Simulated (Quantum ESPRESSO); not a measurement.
BN under changes of volume

One of the cells (5.959 Å³/atom); the others are scaled copies at fixed shape and fractional positions:

```
N B
1.0
     0.00000    1.81300    1.81300
     1.81300    0.00000    1.81300
     1.81300    1.81300    0.00000
N B
1 1
Cartesian
  0.9065 0.9065 0.9065
  0.0000 0.0000 0.0000
```

The cell is a database's computed one.

```yaml
Program: Quantum ESPRESSO 7.5
Functional: AM05
Potentials_or_basis: PseudoDojo 0.4.1 SR PBE standard
Cutoff: 1143 eV
Density_cutoff: 4572 eV
k_mesh: 13 × 13 × 13
Occupations: fermi-dirac, width 0.05 eV
Spin: no spin polarisation
```

| volume (Å³/atom) | energy over the lowest point (meV/atom) | pressure (GPa) | gap on the mesh (eV) |
| --- | --- | --- | --- |
| 5.602 | ? | ? | ? |
| 5.721 | 3.90 | 9.5 | 4.43 |
| 5.840 | 0.00 | 1.1 | 4.40 |
| 5.959 | 2.00 | -6.4 | 4.38 |
| 6.078 | 9.38 | -13.3 | 4.36 |
| 6.198 | 21.65 | -19.6 | 4.33 |
| 6.317 | 38.36 | -25.3 | 4.31 |

Q: What does the run at 5.602 Å³/atom give?

A: Energy over the lowest point 14.31 meV/atom; pressure 18.6 GPa; gap on the mesh 4.45 eV.

Worked out: A Birch-Murnaghan fit of order 3 (a polynomial in V^(-2/3)) to the other rows has its minimum at 5.86 Å³/atom with B0 = V·E''(V) = 384 GPa and B' = 3.7. It gives 14.25 meV/atom at 5.602 Å³/atom, against the run's 14.31, and -dE/dV = 18.6 GPa, against 18.6. A straight line through the other rows of the gap, of slope -1.2 eV per unit of ln V, extrapolates to 4.45 eV, against the run's 4.45.

Energies are extrapolated to zero smearing.

Caveats: the potentials were made for another functional, which shifts forces and pressure; an odd mesh through Γ misses points on the zone boundary, where band edges often lie.
